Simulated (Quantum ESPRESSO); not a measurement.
Crystal: MnO.

```
CELL_PARAMETERS angstrom
3.37170 0.00000 0.00000
-1.68585 2.91998 0.00000
0.00000 0.00000 5.38550
ATOMIC_POSITIONS crystal
Mn 0.33333 0.66667 0.01096
Mn 0.66667 0.33333 0.51096
O 0.33333 0.66667 0.37547
O 0.66667 0.33333 0.87547
```

Measurements of this composition are mostly on another form, of space group No. 225.

Base run:

```yaml
Program: Quantum ESPRESSO 7.5
Functional: LDA
Potentials_or_basis: PseudoDojo 0.4.1 SR LDA standard
Cutoff: 1306 eV
Density_cutoff: 5225 eV
k_mesh: 6 × 6 × 4
Occupations: gaussian, width 0.05 eV
Spin: collinear spin, ferromagnetic start
Starting_moments: "[5.0, 5.0, 0.0, 0.0] μB"
Hubbard_terms: Mn d U = 5 eV
```

Its results: band gap on the k mesh 0.10 eV, direct; pressure 2.0 GPa; net moment 10.00 μB per cell; site moments Mn +3.96; O +0.13 μB; largest force 0.837 eV/Å.

**Question.** The run is repeated on the same cell with these changes: hubbard terms from Mn d U = 5 eV to none. What comes out?

**Answer.** Band gap on the k mesh none (metal or under the smearing width); pressure -4.6 GPa; net moment 9.93 μB per cell; site moments Mn +3.81; O +0.24 μB; largest force 0.544 eV/Å.

The U term pushes filled and empty states of the shell apart.

Caveats: only a ferromagnetic start was run, and an antiferromagnetic order may lie lower in energy; semilocal functionals often make such compounds metallic where correlation or magnetic order opens a gap, which also shifts bond lengths (some runs).

